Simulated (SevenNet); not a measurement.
## Rock-salt NaBr

Method: the machine-learned potential SevenNet-0 (trained on PBE and PBE+U data).

Cell: relaxed at this level.

```json
{
 "lattice_constant_a": "6.033 Å",
 "volume_per_atom": "27.44 Å³/atom",
 "bulk_modulus": "19.5 GPa",
 "elastic constant C11": "36.6 GPa",
 "elastic constant C12": "10.9 GPa",
 "elastic constant C44": "9.00 GPa",
 "TO(Γ) frequency": "119 cm⁻¹"
}
```

Measured, for comparison: lattice constant a 5.926 Å, equilibrium volume per atom 26.01 Å³/atom (low temperature, zero-point motion not removed; as tabulated in Doll and Stoll (1998), arXiv:cond-mat/9801031); elastic constant C11 48 GPa (4 K, zero-point motion not removed, our sources range from 46.5 to 48.0; as tabulated in X. Wang et al., RSC Advances (2016)); elastic constant C12 9.86 GPa, elastic constant C44 10.7 GPa (4 K, zero-point motion not removed; as tabulated in X. Wang et al., RSC Advances (2016)); zone-centre TO phonon frequency 134 cm⁻¹ (temperature not stated, no zero-point or thermal correction, an angular frequency, our sources range from 134 to 146; as tabulated in Stupka (2014), arXiv:1601.08107). Computed (rounded) less measured: lattice constant a +1.8 %, equilibrium volume per atom +5.5 %, elastic constant C11 -24 % (-21 % to -24 % over the range), elastic constant C12 +11 %, elastic constant C44 -16 %, zone-centre TO phonon frequency -11 % (-11 % to -18 % over the range).

A machine-learned potential is trained on density-functional data: it inherits that level's misses and adds fitting errors of its own.

Note: no long-range dipole term: LO-TO splitting at the zone centre is missing.

Elastic constants are with the ions relaxed.
